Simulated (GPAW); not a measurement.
Here is a GPAW 26.7.0 calculation.

Contents of run.py:

```python
from ase import Atoms
from ase.dft.bandgap import bandgap
from ase.io import write
from ase.units import GPa
from gpaw import GPAW, PW

atoms = Atoms(['Cu'],
              cell=[[0.0, 1.8075, 1.8075],
                    [1.8075, 0.0, 1.8075],
                    [1.8075, 1.8075, 0.0]],
              scaled_positions=[[0.0, 0.0, 0.0]],
              pbc=True)

calc = GPAW(mode=PW(600),
            xc='PBE',
            kpts={'size': (13, 13, 13), 'gamma': True},
            occupations={'name': 'methfessel-paxton', 'order': 0, 'width': 0.016},
            nbands=14,
            convergence={'density': 1e-05, 'energy': 1e-05},
            maxiter=150,
            txt='gpaw.txt')
atoms.calc = calc
energy = atoms.get_potential_energy()
forces = atoms.get_forces()
stress = atoms.get_stress()
calc.write('gs.gpw')
write('result.traj', atoms)
print(f'Energy: {energy:.6f} eV')
print('Forces (eV/A):')
print(forces.round(4))
print('Stress (GPa):', (stress / GPa).round(3))
print('Fermi level:', round(calc.get_fermi_level(), 4), 'eV')
print(f'Gap: {bandgap(calc)[0]:.4f} eV, direct: {bandgap(calc, direct=True)[0]:.4f} eV')
```

Potentials or basis: GPAW PAW data sets (gpaw-data 1.2.1), pw.

Run with:

```bash
$ OMP_NUM_THREADS=1 python run.py
```

Q: Estimate the pressure.

A: 3.1 GPa.

Q: Predict the band gap on the k mesh.

A: None (metal or under the smearing width).

Caveat: with this Cu data set, volumes or pressures lay over 1.5 % or 2 GPa off other programs in two to four cells of ten.
